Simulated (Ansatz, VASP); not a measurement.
# One calculation of CdS (Hawleyite), two programs

File POSCAR:

```
CdS
1.0
    0.0000000000      2.9975644600      2.9975644600
    2.9975644600      0.0000000000      2.9975644600
    2.9975644600      2.9975644600      0.0000000000
Cd S
1 1
Direct
    0.0000000000      0.0000000000      0.0000000000
    0.2500000000      0.2500000000      0.2500000000
```

INCAR.step1

```
  PREC = Accurate
  ENCUT = 520
  ISMEAR = -1
  SIGMA = 0.02
  LREAL = False
  LASPH = True
  NELM = 100
  GGA = PE
  ALGO = Normal
  EDIFF = 1E-4
  LWAVE = True
  LCHARG = False
```

INCAR.step2

```
  PREC = Accurate
  ENCUT = 520
  EDIFF = 1E-6
  ISMEAR = -1
  SIGMA = 0.02
  LREAL = False
  LASPH = True
  NELM = 100
  ALGO = Normal
  ISIF = 2
  LWAVE = False
  LCHARG = False
  METAGGA = R2SCAN
  LMIXTAU = True
  IBRION = 2
  NSW = 50
  EDIFFG = -0.01
  ISTART = 1
```

Contents of KPOINTS:

```
regular mesh
0
Gamma
  8 8 8
```

Input for Ansatz:

```yaml
crystal:
  lattice:
    - [0.0, 2.99756446, 2.99756446]
    - [2.99756446, 0.0, 2.99756446]
    - [2.99756446, 2.99756446, 0.0]
  atoms:
    - { symbol: Cd, position: [0.0, 0.0, 0.0] }
    - { symbol: S, position: [0.25, 0.25, 0.25] }
  symmetry: { tolerance: 0.0003 }
hamiltonian:
  xc: r2scan
  pseudopotentials: { kind: paw, azcp: { folder: soft_1 } }
basis:
  ecutwfc: 500
magnetization:
  spin_polarized: false
scf:
  occupations: { method: fermi_dirac, width: 0.02 }
kpoints:
  mp_grid: { grid: [8, 8, 8], shift: [0, 0, 0] }
  band_path:
    path:
      - [0.0, 0.0, 0.0]
      - [-0.5, -0.5, 0.0]
      - [-0.375, -0.375, 0.25]
      - [-0.375, 0.0, 0.375]
      - [0.0, 0.0, 0.0]
      - [0.0, 0.0, 0.5]
      - [-0.5, -0.25, 0.25]
      - [-0.5, -0.5, 0.0]
    npoints: 10
output:
  forces: true
  stress: true
  eigenvalues: true
  write_potential: true
  elf: true
  volumetric_format: npy
  dos: { e_range: [-12, 8], de: 0.05 }
relax:
  max_steps: 30
```

Alike in both runs: task relaxation of the atoms; functional r2SCAN; k mesh 8 × 8 × 8; occupations fermi-dirac, width 0.02 eV; no spin polarisation.

|  | VASP | Ansatz |
| --- | --- | --- |
| version | VASP 6.6.1 | Ansatz 0.2.0 |
| potentials or method | VASP PAW PBE potentials, release 64 (Cd, S) | PAW plane waves |
| plane-wave cutoff (eV) | 520 | 500 |
| valence electrons in the cell | 18 | 26 |

```csv
,VASP,Ansatz,Ansatz less VASP
"gap on the k mesh at the Fermi level, each at its own relaxed structure (eV)",1.40,1.40,+0.003
```

The two sets of potentials don't hold the same shells in valence. Ansatz warned: «stress_scf_threshold_loose».

Caveats: the relaxation stopped at its first step, so nothing moved; the PAW data sets were made with another functional, which shifts forces and pressure a little (VASP). r2SCAN opens gaps a little over a GGA but as a rule still falls short of measured ones.
